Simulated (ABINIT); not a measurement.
Runs of ABINIT 10.8.3 (patched build) on I. It takes space group Cmce (No. 64, orthorhombic). Conventional cell: a = 7.270 Å, b = 4.790 Å, c = 9.793 Å, α = 90.00°, β = 90.00°, γ = 90.00°. I (site symmetry m) is surrounded by 1 I at 2.68 Å. 

```tsv
task	level	potentials or basis	k mesh	cutoff (eV)	smearing	bands in the sums	broadening (eV)	scissor shift (eV)	tensor components	electron-positron correlation	gap on the mesh (eV)	pressure (GPa)	largest force (eV/Å)
single point	PBEsol	PseudoDojo NC SR PBEsol v0.4.1 standard	5 × 5 × 2	844	fermi-dirac 0.05 eV	-	-	-	-	-	1.26	(b)	0.82
optical spectrum	PBEsol	PseudoDojo NC SR PBEsol v0.4.1 standard	8 × 8 × 4	952	fixed	22	0.15	0	11 × 22 × 33	-	-	0.2	0.83
single point	LDA	PseudoDojo NC SR LDA v0.4.1 standard	5 × 5 × 2	707	fermi-dirac 0.05 eV	-	-	-	-	-	1.22	-1.2	0.80
positron lifetime	PBEsol	JTH PAW PBE v2.0	5 × 5 × 2	299	fermi-dirac 0.05 eV	-	-	-	-	Boronski-Nieminen GGA	1.25	0.3	(a)
effective masses	LDA	PseudoDojo NC SR LDA v0.4.1 standard	5 × 5 × 2	707	fixed	-	-	-	-	-	-	-1.2	0.80
single point	PBEsol	PseudoDojo NC SR PBEsol v0.4.1 standard	5 × 5 × 2	952	fermi-dirac 0.05 eV	-	-	-	-	-	1.26	0.2	0.82
optical spectrum	LDA	PseudoDojo NC SR LDA v0.4.1 standard	8 × 8 × 4	707	fixed	20	0.1	0.5	11 × 22 × 33	-	-	-1.2	0.80
```

Alike in all rows: no spin polarisation; cell as given.

Task: Fill in the values left out.

Result: (a) 0.93; (b) 0.1.

Caveats: spin-orbit coupling is left out, which moves the levels of the heavy elements (some runs); an odd mesh through Γ misses points on the zone boundary, where band edges often lie (some runs); spectra need much finer meshes, so this one isn't converged (some runs); independent-particle spectra lack excitons (some runs); the PAW basis is incomplete for the positron (some runs); the PAW data sets were made with another functional, which shifts forces and pressure a little (some runs); the masses are taken at a mesh point that needn't be the band's extremum (some runs).

A k mesh can miss the band edges, and the runs leave out spin-orbit coupling on I.

Runs at the PBE level aren't shown here.
